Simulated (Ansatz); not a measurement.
TaN: moving N off its site

TaN, P-6m2, a = 2.938 Å, c = 2.883 Å (as given, not relaxed at this level: -4.9 GPa). This isn't the usual stable structure of the compound. Ansatz: PBEsol, PAW, 420 eV, Γ-centred 18×18×16 mesh on 2 atoms, Gaussian smearing 0.15 eV; no spin polarisation.

```
CELL_PARAMETERS angstrom
2.93800 0.00000 0.00000
-1.46900 2.54438 0.00000
0.00000 0.00000 2.88300
ATOMIC_POSITIONS crystal
Ta 0.33333 0.66667 0.50000
N 0.00000 0.00000 0.00000
```

Atom 2 (N) moves by x along the unit vector (0.577, 0.577, 0.577), with its periodic images; all else is held. y is the free energy of the cell over the start, F the force along the path summed over the moved atoms.

| x (Å) | y (meV) | F (eV/Å) |
| --- | --- | --- |
| -0.100 | 67.5 | 1.37 |
| -0.075 | 37.7 | 1.01 |
| -0.050 | ? | ? |
| 0.000 | 0.0 | 0.00 |
| 0.025 | 4.1 | -0.33 |
| 0.075 | 36.9 | -0.98 |
| 0.100 | 65.6 | -1.31 |

Problem. Fit y = c2 x² + c3 x³ + c4 x⁴ to the energies of the other rows, give the force constant, and predict energy and force of the missing row.

Solution. Least squares on the rows shown. y = 6600 x² − 949.8 x³ + 5529 x⁴. The force constant is 2 c2 = 13.2 eV/Å², for the cell as given, at -4.9 GPa (for all images moving together, not for a lone atom). The force −dy/dx at the missing row is 0.67 eV/Å (computed 0.67). At x = -0.050 the fit asked for gives 16.7 meV. The run gave 16.7 meV, the same to the digits shown.

Spin–orbit coupling is left out, which can shift energies with elements as heavy as these.